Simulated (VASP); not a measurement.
Input of a VASP 6.6.1 run:

File INCAR:

```
ALGO = Normal
EDIFF = 1E-6
ENCUT = 520
GGA = PE
GGA_COMPAT = False
ISIF = 2
ISMEAR = -1
LASPH = True
LCHARG = True
LMAXMIX = 4
LORBIT = 11
LREAL = False
LSORBIT = True
LVACPOTAV = True
LVHAR = True
LWAVE = False
MAGMOM = 0 0 0 0 0 0 0 0 0
NELM = 80
PREC = Accurate
SIGMA = 0.05
```

The input KPOINTS:

```
k-points
0
Gamma
  10 10 1
```

Contents of POSCAR:

```
WS2
1.0
    3.1530000000      0.0000000000      0.0000000000
   -1.5765000000      2.7305780981      0.0000000000
    0.0000000000      0.0000000000     21.1400000000
S W
2 1
Direct
    0.6666666667      0.3333333333      0.4257332072
    0.6666666667      0.3333333333      0.5742667928
    0.3333333333      0.6666666667      0.5000000000
```

Potentials or basis: VASP PAW PBE potentials, release 64 (S, W_sv).

Command:

```console
$ cat potpaw_PBE.64/S/POTCAR potpaw_PBE.64/W_sv/POTCAR > POTCAR
$ mpirun -np 1 vasp_ncl > vasp.out
```

(1) Estimate the largest force.

(2) What does it give for the net moment?

Answers

(1) 0.297 eV/Å.

(2) 0.00 μB per cell.
